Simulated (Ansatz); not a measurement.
Born–Oppenheimer molecular dynamics of a periodic cell of 16 atoms, AlP (start crystal AlP, start structure F-43m, volume 1 times the crystal's). It starts from a structure without forces on its atoms.

All numbers below come from DFT PBEsol, scalar-relativistic, plane waves, PAW in Ansatz. Settings: accuracy low, cutoff 420 eV, k mesh 2x2x2, fermi-dirac smearing 0.1 eV, no spin polarisation.

```
ensemble        : NVT, Langevin thermostat
time step       : 2 fs
steps asked     : 110
set temperature : 900 K
friction        : 0.02 /fs
seed            : 500480
```

Frames 2 fs apart, positions in Å, forces in eV/Å.

Velocities at 180.0 fs (Å/ps):

```
Al -8.47 -4.89 4.87
P 3.96 2.41 -5.79
Al 2.83 3.76 -1.35
P -0.93 3.89 10.34
Al -1.28 -8.28 -9.52
P -2.12 -2.71 -1.44
Al -7.45 -0.40 4.11
P 0.74 -8.29 4.84
Al -5.21 -3.81 2.48
P 3.11 3.27 -0.04
Al 1.86 1.24 -8.25
P -7.94 -8.12 -5.22
Al 6.36 1.52 2.59
P 4.66 -5.59 -6.69
Al 6.98 -1.33 -4.06
P 5.86 -15.55 -1.12
```

```xyz
16
Lattice="0.0000 5.4730 5.4730 5.4730 0.0000 5.4730 5.4730 5.4730 0.0000" Properties=species:S:1:pos:R:3:forces:R:3 time_fs=180.0 energy_less_start_eV=1.549 T=1064
Al 0.129 -0.152 -0.055 -0.91 1.04 0.12
P 4.179 3.734 4.031 0.18 0.65 1.77
Al 3.033 2.489 -0.340 -0.18 -0.83 0.87
P 6.938 6.575 4.256 1.11 -1.30 1.67
Al 2.798 -0.027 2.623 -0.08 -0.26 0.98
P 7.242 3.564 6.800 -1.24 0.38 0.62
Al 5.622 2.746 2.570 0.04 -1.02 -0.23
P 9.687 6.553 7.132 0.99 -0.14 -0.48
Al 0.268 2.428 2.993 -0.89 1.11 -1.82
P 4.253 6.609 6.803 0.87 0.74 -0.98
Al 2.732 5.140 2.795 0.39 -0.22 -0.08
P 7.009 9.584 6.685 0.70 -1.50 0.42
Al 3.018 2.376 5.678 -0.82 0.78 -1.12
P 6.873 6.675 9.426 0.11 0.37 0.01
Al 5.674 4.994 5.739 -0.39 0.24 -1.29
P 9.749 9.519 9.451 0.10 -0.03 -0.46
16
Lattice="0.0000 5.4730 5.4730 5.4730 0.0000 5.4730 5.4730 5.4730 0.0000" Properties=species:S:1:pos:R:3:forces:R:3 time_fs=182.0 energy_less_start_eV=1.570 T=977
Al 0.112 -0.161 -0.044 -0.76 1.12 -0.10
P 4.186 3.738 4.021 0.01 0.72 1.96
Al 3.038 2.495 -0.342 -0.33 -1.04 0.92
P 6.935 6.584 4.275 1.26 -1.38 1.41
Al 2.796 -0.043 2.605 -0.08 -0.14 1.12
P 7.235 3.558 6.797 -1.19 0.36 0.65
Al 5.606 2.743 2.579 0.29 -1.15 -0.35
P 9.687 6.536 7.139 1.08 0.06 -0.66
Al 0.257 2.421 2.997 -0.67 0.94 -1.82
P 4.259 6.614 6.800 0.75 0.57 -0.94
Al 2.738 5.144 2.778 0.24 -0.44 0.03
P 6.994 9.568 6.678 0.79 -1.47 0.51
Al 3.030 2.379 5.681 -0.85 0.76 -1.13
P 6.883 6.664 9.413 -0.06 0.40 0.20
Al 5.686 4.992 5.732 -0.47 0.33 -1.25
P 9.760 9.489 9.448 -0.02 0.36 -0.53
16
Lattice="0.0000 5.4730 5.4730 5.4730 0.0000 5.4730 5.4730 5.4730 0.0000" Properties=species:S:1:pos:R:3:forces:R:3 time_fs=184.0 energy_less_start_eV=1.591 T=1051
Al 0.096 -0.168 -0.031 -0.58 1.13 -0.30
P 4.193 3.743 4.016 -0.12 0.80 2.06
Al 3.041 2.499 -0.343 -0.46 -1.18 0.96
P 6.933 6.592 4.298 1.35 -1.41 1.10
Al 2.793 -0.059 2.591 -0.07 -0.04 1.20
P 7.224 3.550 6.795 -1.10 0.36 0.66
Al 5.590 2.734 2.588 0.53 -1.23 -0.44
P 9.685 6.521 7.146 1.21 0.31 -0.87
Al 0.246 2.414 2.999 -0.43 0.75 -1.78
P 4.266 6.619 6.795 0.58 0.40 -0.87
Al 2.747 5.153 2.761 0.05 -0.76 0.15
P 6.981 9.549 6.674 0.83 -1.39 0.56
Al 3.040 2.384 5.680 -0.87 0.71 -1.09
P 6.898 6.651 9.399 -0.26 0.46 0.41
Al 5.696 4.993 5.725 -0.53 0.37 -1.20
P 9.771 9.462 9.443 -0.14 0.72 -0.54
16
Lattice="0.0000 5.4730 5.4730 5.4730 0.0000 5.4730 5.4730 5.4730 0.0000" Properties=species:S:1:pos:R:3:forces:R:3 time_fs=186.0 energy_less_start_eV=1.608 T=1087
Al 0.077 -0.169 -0.019 -0.37 1.04 -0.47
P 4.199 3.748 4.013 -0.19 0.85 2.12
Al 3.047 2.502 -0.345 -0.62 -1.28 1.03
P 6.935 6.597 4.324 1.35 -1.36 0.74
Al 2.792 -0.073 2.578 -0.05 0.04 1.24
P 7.212 3.545 6.795 -0.98 0.35 0.62
Al 5.577 2.719 2.598 0.73 -1.25 -0.52
P 9.684 6.508 7.152 1.34 0.60 -1.12
Al 0.237 2.408 2.997 -0.13 0.51 -1.69
P 4.274 6.625 6.788 0.41 0.22 -0.79
Al 2.760 5.161 2.745 -0.18 -1.11 0.25
P 6.969 9.529 6.669 0.82 -1.25 0.61
Al 3.046 2.393 5.677 -0.85 0.63 -1.01
P 6.916 6.636 9.385 -0.47 0.55 0.62
Al 5.702 4.995 5.716 -0.56 0.37 -1.12
P 9.781 9.436 9.435 -0.25 1.09 -0.51
16
Lattice="0.0000 5.4730 5.4730 5.4730 0.0000 5.4730 5.4730 5.4730 0.0000" Properties=species:S:1:pos:R:3:forces:R:3 time_fs=188.0 energy_less_start_eV=1.625 T=1037
Al 0.054 -0.165 -0.009 -0.11 0.86 -0.60
P 4.205 3.755 4.014 -0.22 0.85 2.13
Al 3.054 2.501 -0.346 -0.78 -1.33 1.05
P 6.941 6.602 4.350 1.26 -1.30 0.35
Al 2.792 -0.086 2.565 -0.07 0.07 1.26
P 7.200 3.544 6.792 -0.86 0.32 0.60
Al 5.566 2.701 2.611 0.92 -1.23 -0.60
P 9.684 6.499 7.156 1.42 0.84 -1.32
Al 0.229 2.400 2.989 0.22 0.28 -1.54
P 4.280 6.628 6.780 0.27 0.09 -0.69
Al 2.775 5.166 2.733 -0.40 -1.41 0.31
P 6.959 9.507 6.663 0.73 -1.05 0.67
Al 3.050 2.402 5.673 -0.82 0.57 -0.91
P 6.931 6.618 9.372 -0.64 0.66 0.82
Al 5.704 4.997 5.707 -0.54 0.37 -1.06
P 9.791 9.411 9.426 -0.37 1.42 -0.46
16
Lattice="0.0000 5.4730 5.4730 5.4730 0.0000 5.4730 5.4730 5.4730 0.0000" Properties=species:S:1:pos:R:3:forces:R:3 time_fs=190.0 energy_less_start_eV=1.629 T=1062
Al 0.030 -0.161 -0.001 0.18 0.63 -0.70
P 4.209 3.763 4.019 -0.22 0.82 2.08
Al 3.061 2.495 -0.343 -0.91 -1.33 1.02
P 6.950 6.601 4.376 1.12 -1.19 -0.07
Al 2.795 -0.098 2.554 -0.11 0.02 1.26
P 7.188 3.544 6.787 -0.73 0.25 0.59
Al 5.553 2.681 2.623 1.09 -1.17 -0.66
P 9.684 6.494 7.154 1.46 0.97 -1.42
Al 0.222 2.388 2.977 0.55 0.12 -1.33
P 4.285 6.630 6.772 0.15 -0.03 -0.60
Al 2.789 5.165 2.723 -0.59 -1.63 0.35
P 6.950 9.482 6.656 0.62 -0.81 0.73
Al 3.053 2.407 5.669 -0.81 0.56 -0.84
P 6.944 6.600 9.361 -0.78 0.77 0.99
Al 5.704 4.998 5.698 -0.53 0.37 -0.99
P 9.800 9.388 9.419 -0.47 1.64 -0.41
16
Lattice="0.0000 5.4730 5.4730 5.4730 0.0000 5.4730 5.4730 5.4730 0.0000" Properties=species:S:1:pos:R:3:forces:R:3 time_fs=192.0 energy_less_start_eV=1.643 T=975
Al 0.007 -0.156 0.008 0.47 0.39 -0.83
P 4.213 3.771 4.024 -0.19 0.75 2.01
Al 3.068 2.485 -0.344 -1.04 -1.26 1.00
P 6.960 6.593 4.400 0.99 -1.06 -0.46
Al 2.797 -0.107 2.548 -0.15 -0.06 1.21
P 7.173 3.543 6.780 -0.60 0.19 0.57
Al 5.541 2.660 2.633 1.25 -1.07 -0.70
P 9.682 6.495 7.150 1.46 1.00 -1.44
Al 0.214 2.372 2.965 0.85 0.03 -1.13
P 4.289 6.632 6.764 0.03 -0.15 -0.51
Al 2.803 5.160 2.714 -0.78 -1.77 0.36
P 6.945 9.458 6.646 0.49 -0.57 0.82
Al 3.056 2.408 5.664 -0.82 0.59 -0.81
P 6.955 6.584 9.351 -0.90 0.82 1.11
Al 5.702 5.001 5.686 -0.51 0.32 -0.89
P 9.807 9.368 9.410 -0.54 1.81 -0.34
16
Lattice="0.0000 5.4730 5.4730 5.4730 0.0000 5.4730 5.4730 5.4730 0.0000" Properties=species:S:1:pos:R:3:forces:R:3 time_fs=194.0 energy_less_start_eV=1.680 T=912
Al -0.016 -0.153 0.019 0.74 0.17 -0.96
P 4.216 3.780 4.030 -0.13 0.68 1.92
Al 3.072 2.475 -0.347 -1.15 -1.19 1.01
P 6.971 6.584 4.422 0.87 -0.94 -0.80
Al 2.799 -0.115 2.545 -0.20 -0.16 1.13
P 7.160 3.541 6.776 -0.48 0.13 0.54
Al 5.528 2.639 2.643 1.40 -0.95 -0.75
P 9.681 6.499 7.145 1.38 0.97 -1.43
Al 0.206 2.353 2.956 1.13 0.02 -0.95
P 4.292 6.632 6.757 -0.08 -0.24 -0.44
Al 2.816 5.154 2.707 -0.94 -1.82 0.34
P 6.940 9.435 6.634 0.39 -0.36 0.93
Al 3.062 2.409 5.655 -0.85 0.64 -0.74
P 6.964 6.571 9.342 -1.00 0.83 1.21
Al 5.700 5.004 5.675 -0.47 0.27 -0.75
P 9.813 9.351 9.400 -0.60 1.95 -0.26
16
Lattice="0.0000 5.4730 5.4730 5.4730 0.0000 5.4730 5.4730 5.4730 0.0000" Properties=species:S:1:pos:R:3:forces:R:3 time_fs=196.0 energy_less_start_eV=1.720 T=862
Al -0.036 -0.150 0.028 0.97 -0.04 -1.08
P 4.220 3.791 4.036 -0.07 0.60 1.81
Al 3.075 2.465 -0.349 -1.22 -1.10 0.98
P 6.984 6.576 4.444 0.76 -0.84 -1.13
Al 2.800 -0.123 2.542 -0.25 -0.25 1.07
P 7.149 3.537 6.776 -0.40 0.09 0.47
Al 5.514 2.619 2.653 1.53 -0.86 -0.79
P 9.682 6.508 7.140 1.20 0.85 -1.37
Al 0.199 2.336 2.951 1.40 -0.01 -0.78
P 4.292 6.630 6.752 -0.15 -0.32 -0.41
Al 2.825 5.143 2.700 -1.01 -1.74 0.26
P 6.933 9.413 6.628 0.31 -0.17 1.00
Al 3.070 2.413 5.641 -0.89 0.67 -0.61
P 6.970 6.559 9.332 -1.06 0.84 1.30
Al 5.698 5.005 5.663 -0.43 0.21 -0.59
P 9.820 9.335 9.391 -0.69 2.06 -0.15
16
Lattice="0.0000 5.4730 5.4730 5.4730 0.0000 5.4730 5.4730 5.4730 0.0000" Properties=species:S:1:pos:R:3:forces:R:3 time_fs=198.0 energy_less_start_eV=1.729 T=820
Al -0.052 -0.144 0.033 1.15 -0.23 -1.15
P 4.223 3.801 4.043 0.01 0.53 1.65
Al 3.075 2.453 -0.345 -1.25 -0.98 0.89
P 6.999 6.565 4.467 0.63 -0.75 -1.44
Al 2.801 -0.130 2.540 -0.28 -0.35 1.05
P 7.138 3.531 6.779 -0.34 0.06 0.38
Al 5.503 2.600 2.661 1.61 -0.76 -0.80
P 9.684 6.522 7.132 0.96 0.66 -1.26
Al 0.196 2.321 2.948 1.60 -0.02 -0.63
P 4.289 6.627 6.750 -0.18 -0.38 -0.39
Al 2.831 5.129 2.693 -0.98 -1.55 0.16
P 6.927 9.395 6.625 0.21 0.00 1.02
Al 3.075 2.420 5.625 -0.90 0.68 -0.43
P 6.971 6.545 9.324 -1.07 0.85 1.36
Al 5.696 5.007 5.650 -0.38 0.14 -0.39
P 9.826 9.321 9.384 -0.80 2.10 -0.01
16
Lattice="0.0000 5.4730 5.4730 5.4730 0.0000 5.4730 5.4730 5.4730 0.0000" Properties=species:S:1:pos:R:3:forces:R:3 time_fs=200.0 energy_less_start_eV=1.719 T=791
Al -0.065 -0.142 0.036 1.27 -0.36 -1.17
P 4.223 3.811 4.052 0.11 0.45 1.47
Al 3.075 2.443 -0.338 -1.31 -0.89 0.79
P 7.016 6.552 4.489 0.50 -0.67 -1.74
Al 2.801 -0.139 2.538 -0.28 -0.43 1.06
P 7.126 3.525 6.785 -0.28 0.05 0.30
Al 5.495 2.581 2.672 1.63 -0.65 -0.81
P 9.687 6.539 7.124 0.67 0.41 -1.17
Al 0.195 2.304 2.945 1.75 0.01 -0.45
P 4.284 6.623 6.750 -0.16 -0.42 -0.37
Al 2.835 5.113 2.691 -0.93 -1.28 0.02
P 6.923 9.380 6.626 0.10 0.11 1.03
Al 3.074 2.430 5.610 -0.85 0.66 -0.23
P 6.967 6.533 9.320 -1.00 0.84 1.40
Al 5.694 5.009 5.639 -0.36 0.06 -0.19
P 9.831 9.307 9.382 -0.86 2.10 0.06
16
Lattice="0.0000 5.4730 5.4730 5.4730 0.0000 5.4730 5.4730 5.4730 0.0000" Properties=species:S:1:pos:R:3:forces:R:3 time_fs=202.0 energy_less_start_eV=1.708 T=827
Al -0.075 -0.142 0.038 1.34 -0.43 -1.16
P 4.223 3.821 4.061 0.25 0.34 1.30
Al 3.078 2.433 -0.328 -1.41 -0.83 0.70
P 7.034 6.538 4.510 0.38 -0.57 -2.01
Al 2.801 -0.151 2.539 -0.26 -0.46 1.05
P 7.113 3.516 6.791 -0.22 0.07 0.21
Al 5.491 2.562 2.685 1.60 -0.52 -0.82
P 9.687 6.556 7.117 0.43 0.15 -1.07
Al 0.196 2.292 2.944 1.85 0.00 -0.31
P 4.278 6.621 6.749 -0.13 -0.48 -0.29
Al 2.838 5.095 2.692 -0.90 -0.97 -0.14
P 6.920 9.368 6.628 -0.02 0.20 1.04
Al 3.070 2.443 5.596 -0.79 0.61 -0.04
P 6.962 6.521 9.319 -0.91 0.79 1.43
Al 5.692 5.014 5.628 -0.34 -0.02 0.01
P 9.831 9.294 9.383 -0.87 2.11 0.10
```

Of the whole run (220 fs, mean temperature of the second half 882 K): A run of 0.22 ps of so small a system gives no equilibrium averages. Limits of this set-up: low accuracy level.

Time of the run: 8.1 min on 1 thread of Arm Neoverse V2, with other jobs on the host, peak memory 0.64 GiB.
